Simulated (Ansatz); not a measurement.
**SnTe in Ansatz: convergence with k mesh**

Input of the first run (k mesh 2 × 2 × 2); the others differ in this setting and in those tied to it:

The input input.yaml:

```yaml
crystal:
  lattice:
    - [0.0, 3.611146, 3.611146]
    - [3.611146, 0.0, 3.611146]
    - [3.611146, 3.611146, 0.0]
  atoms:
    - { symbol: Te, position: [0.25, 0.25, 0.25] }
    - { symbol: Sn, position: [0.0, 0.0, 0.0] }
hamiltonian:
  xc: lda
  pseudopotentials: { kind: paw, source: jth, xc_functional: pbe }
kpoints:
  mp_grid: { grid: [2, 2, 2] }
scf:
  occupations: { method: fermi_dirac, width: 0.1 }
output:
  forces: true
  stress: true
  eigenvalues: true
```

Potentials or basis: JTH PAW.

The run is started by

```console
$ ansatz run input.yaml --threads 2 --pin off --max-ram 5632MiB --backend cpu --events-out ev --progress --plain --runs-dir out
```

Measurements of this composition are mostly on another form, of space group No. 225.

Hardware: 2 threads of Arm Neoverse V2, with other jobs on the host.

Task: The values tried are 2 × 2 × 2, 3 × 3 × 3, 4 × 4 × 4, 5 × 5 × 5, 6 × 6 × 6, 7 × 7 × 7, 9 × 9 × 9, 11 × 11 × 11, loosest first. From which on does the pressure stay within 0.1 GPa of the tightest run that finished?

Result: From 5 × 5 × 5 on.

| k mesh | energy less the tightest run, at zero smearing (meV/atom) | pressure (GPa) | SCF cycles | CPU time (s) | peak memory (GiB) |
| --- | --- | --- | --- | --- | --- |
| 2 × 2 × 2 | -149.36 | -3.31 | 7 | 15 | 2.4 |
| 3 × 3 × 3 | -58.26 | -3.00 | 7 | 27 | 2.5 |
| 4 × 4 × 4 | -9.23 | -2.57 | 8 | 48 | 2.8 |
| 5 × 5 × 5 | 0.35 | -2.25 | 7 | 62 | 2.9 |
| 6 × 6 × 6 | 0.10 | -2.23 | 7 | 99 | 3.2 |
| 7 × 7 × 7 | 0.05 | -2.22 | 8 | 140 | 3.6 |
| 9 × 9 × 9 | -0.11 | -2.24 | 7 | 210 | 3.8 |
| 11 × 11 × 11 | 0.00 | -2.24 | 7 | 340 | 4.4 |

Against the tightest run, the energy stays within 1 meV/atom from 5 × 5 × 5 on. Meshes of other sizes hit other points, so gaps and Fermi surfaces needn't settle smoothly. The tightest run that finished is the yardstick and may itself not be fully converged.

Spin-orbit coupling is left out, which matters for the levels of Te.
